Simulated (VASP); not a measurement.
Set up this calculation in VASP 6.6.1, as the native input.

```yaml
Task: relaxation of cell and atoms
Functional: PBE
Potentials_or_basis: VASP PAW PBE potentials, release 64 (Ni)
Cutoff: 520 eV
k_mesh: 20 × 20 × 20
Occupations: methfessel-paxton, width 0.2 eV
Spin: collinear spin, ferromagnetic start
Starting_moments: "[0.8] μB"
Further_INCAR_settings: ALGO = Fast; EDIFF = 1e-07; IBRION = 2; EDIFFG = -0.002; NSW = 80; ISIF = 3
```

The structure of Ni lies in POSCAR:

```
Ni
1.0
    0.0000000000      1.7619350000      1.7619350000
    1.7619350000      0.0000000000      1.7619350000
    1.7619350000      1.7619350000      0.0000000000
Ni
1
Direct
    0.0000000000      0.0000000000      0.0000000000
```

These files were run (other wordings do the same):

INCAR

```
SYSTEM = Ni
ALGO = Fast
EDIFF = 1E-7
EDIFFG = -0.002
ENCUT = 520
GGA = PE
IBRION = 2
ISIF = 3
ISMEAR = 1
ISPIN = 2
LASPH = .TRUE.
LCHARG = .FALSE.
LMAXMIX = 4
LORBIT = 11
LREAL = .FALSE.
LWAVE = .FALSE.
MAGMOM = 0.8
NELM = 120
NSW = 80
PREC = Accurate
SIGMA = 0.2
```

KPOINTS

```
k-points
0
G
  20 20 20
  0 0 0
```

Potentials or basis: VASP PAW PBE potentials, release 64 (Ni).

The run is started by

```bash
$ cat potpaw_PBE.64/Ni/POTCAR > POTCAR
$ mpirun -np 1 vasp_std > vasp.out
```

Results of the run:

The relaxed volume is 10.89 Å³/atom, the relaxed cell is a = 2.488 Å, b = 2.488 Å, c = 2.488 Å, α = 60.00°, β = 60.00°, γ = 60.00° and the space group after relaxing (to 0.05 Å) is Fm-3m (No. 225). The energy gained by relaxing is 0.2 meV/atom, the ionic steps are 8 and the pressure after relaxing is 0.0 GPa. The band gap on the k mesh is none (metal or under the smearing width) and the net moment is 0.63 μB per cell. The site moments are Ni +0.64 μB and the valence electrons inside the program's atomic spheres are Ni 9.31.

Run time: 3.9 min on 1 thread of Intel(R) Xeon(R) Platinum 8259CL CPU @ 2.50GHz (Skylake/Cascade Lake), with other jobs on the host, peak memory 0.17 GiB.
